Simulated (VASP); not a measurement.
# LiCl (Fm-3m) in VASP: a series of runs, part 2 of 2

VASP 6.6.1. The steps go on from the part before.

### 6 Single point, PBEsol

Input file INCAR:

```
ALGO = Normal
EDIFF = 1E-6
ENCUT = 520
GGA = PS
ISIF = 2
ISMEAR = 0
LASPH = T
LCHARG = F
LREAL = F
LWAVE = F
NBANDS = 12
NELM = 100
PREC = Accurate
SIGMA = 0.02
```

Input file KPOINTS:

```
k-points
0
Gamma
  8 8 8
```

Input file POSCAR:

```
LiCl
1.0
    0.0000000000      2.5421223400      2.5421223400
    2.5421223400      0.0000000000      2.5421223400
    2.5421223400      2.5421223400      0.0000000000
Li Cl
1 1
Direct
    0.0000000000      0.0000000000      0.0000000000
    0.5000000000      0.5000000000      0.5000000000
```

Potentials or basis: VASP PAW PBE potentials, release 64 (Li_sv, Cl).

On the command line:

```
$ cat potpaw_PBE.64/Li_sv/POTCAR potpaw_PBE.64/Cl/POTCAR > POTCAR
$ mpirun -np 1 vasp_std > vasp.out
```

OUTCAR:

```text
EDIFF = 1E-6
   ENCUT = 520
   GGA = PS
   ISIF = 2
   ISMEAR = 0
   LASPH = T
   LREAL = F
   NELM = 100
   PREC = Accurate

 ion  position               nearest neighbor table
   1  0.000  0.000  0.000-   2 2.54   2 2.54   2 2.54   2 2.54   2 2.54   2 2.54
   2  0.500  0.500  0.500-   1 2.54   1 2.54   1 2.54   1 2.54   1 2.54   1 2.54

  LATTYP: Found a face centered cubic cell.
 ALAT       =     5.0842446800

  Lattice vectors:

[... 549 lines left out ...]

------------------------ aborting loop because EDIFF is reached ----------------------------------------

  FORCE on cell =-STRESS in cart. coord.  units (eV):
  Direction    XX          YY          ZZ          XY          YZ          ZX
  --------------------------------------------------------------------------------------
  -------------------------------------------------------------------------------------
  Total       -0.0979516     -0.0979516     -0.0979516     -0.0000000      0.0000000      0.0000000
  in kB       -4.7764207     -4.7764207     -4.7764207     -0.0000000      0.0000000      0.0000000
  external PRESSURE =      -4.7764207 kB  Pullay stress =       0.0000000 kB

 VOLUME and BASIS-vectors are now :
 -----------------------------------------------------------------------------
  energy-cutoff  :      520.00
  volume of cell :       32.86
      direct lattice vectors                 reciprocal lattice vectors
     0.000000000  2.542122340  2.542122340    -0.196686049  0.196686049  0.196686049
     2.542122340  0.000000000  2.542122340     0.196686049 -0.196686049  0.196686049
     2.542122340  2.542122340  0.000000000     0.196686049  0.196686049 -0.196686049

 POSITION                                       TOTAL-FORCE (eV/Angst)
 -----------------------------------------------------------------------------------
      0.00000      0.00000      0.00000        -0.000000     -0.000000     -0.000000
      2.54212      2.54212      2.54212         0.000000      0.000000      0.000000
 -----------------------------------------------------------------------------------
    total drift:                                0.000000      0.000000      0.000000

  FREE ENERGIE OF THE ION-ELECTRON SYSTEM (eV)
  ---------------------------------------------------
  free  energy   TOTEN  =        -7.6387868714 eV

  energy  without entropy=       -7.6387868714  energy(sigma->0) =       -7.63878687
```

OSZICAR:

```text
N       E                     dE             d eps       ncg     rms          rms(c)
DAV:   1     0.395379505148E+02    0.39538E+02   -0.42197E+03   696   0.780E+02
DAV:   2    -0.518403007779E+01   -0.44722E+02   -0.41993E+02   892   0.138E+02
DAV:   3    -0.761777876475E+01   -0.24337E+01   -0.24249E+01   868   0.333E+01
DAV:   4    -0.769061504054E+01   -0.72836E-01   -0.72814E-01   960   0.603E+00
DAV:   5    -0.769171174876E+01   -0.10967E-02   -0.10967E-02   892   0.717E-01    0.232E+00
DAV:   6    -0.763805596335E+01    0.53656E-01   -0.10396E-01   904   0.151E+00    0.157E+00
DAV:   7    -0.763695119154E+01    0.11048E-02   -0.33117E-02  1080   0.969E-01    0.756E-01
DAV:   8    -0.763877332417E+01   -0.18221E-02   -0.33048E-03   872   0.405E-01    0.109E-01
DAV:   9    -0.763876158249E+01    0.11742E-04   -0.13803E-04   876   0.826E-02    0.375E-02
DAV:  10    -0.763878615103E+01   -0.24569E-04   -0.45172E-05   824   0.467E-02    0.287E-02
DAV:  11    -0.763878687144E+01   -0.72041E-06   -0.58700E-06   860   0.154E-02
   1 F= -.76387869E+01 E0= -.76387869E+01  d E =-.202879E-82
```

stdout:

```text
POSCAR found type information on POSCAR LiCl
 POSCAR found :  2 types and       2 ions
 scaLAPACK will be used
 -----------------------------------------------------------------------------
|                                                                             |
|                                                                             |
|     You enforced a specific xc type in the INCAR file but a different       |
|     I HOPE YOU KNOW WHAT YOU ARE DOING!                                     |
|                                                                             |
 -----------------------------------------------------------------------------

 LDA part: xc-table for (Slater+PW92), standard interpolation
 POSCAR, INCAR and KPOINTS ok, starting setup
 FFT: planning ... GRIDC
 FFT: planning ... GRID_SOFT
 FFT: planning ... GRID
 WAVECAR not read
 entering main loop
```

Wall time 11 s (1 thread of AMD EPYC 7R13 (Zen 3), shared host); peak memory 0.12 GiB.

What came out:

- Free energy: -7.6388 eV
- Band gap on the k mesh: 6.29 eV, direct

Levels at points of the mesh, in eV from the valence-band top:
```
           k point  band 3  band 4  band 5  band 6  band 7  band 8
(0.00, 0.00, 0.00)    0.00    0.00    0.00    6.29   11.83   11.83
(0.50, 0.00, 0.00)   -2.98   -0.27   -0.27    6.59    9.40    9.40
(0.50, 0.50, 0.00)   -3.08   -1.17   -1.17    7.83    8.05   12.50
```

Caveat: the cutoff is under 1.25 times the usual one of these potentials, so pressure, stress and relaxed cells hold a basis-set (Pulay) error; the PAW data sets were made with another functional, which shifts forces and pressure a little. A k mesh can miss the band edges.

### 7 Overview

```tsv
task	level	cell	k mesh	cutoff (eV)	mesh quality	gap on the mesh (eV)	pressure (GPa)	relaxed volume (Å³/atom)
relaxation of cell and atoms	PBE	relaxed	8 × 8 × 8	600	not flagged	6.29	0.0	17.03
relaxation of cell and atoms	PBE+D3(BJ)	relaxed	8 × 8 × 8	600	not flagged	6.69	0.0	15.92
relaxation of cell and atoms	PBEsol	relaxed	4 × 4 × 4	600	coarse	6.34	0.0	16.27
single point	PBEsol	as given	8 × 8 × 8	520	not flagged	6.29	-	-
```

Alike in all rows: potentials or basis VASP PAW PBE potentials, release 64 (Li_sv, Cl); no spin polarisation; smearing gaussian 0.02 eV.

Caveats: some runs use coarse meshes; the cutoff is under 1.25 times the usual one of these potentials, so pressure, stress and relaxed cells hold a basis-set (Pulay) error; the PAW data sets were made with another functional, which shifts forces and pressure a little (some runs).

Absolute energies hang on the potentials; compare differences alone.
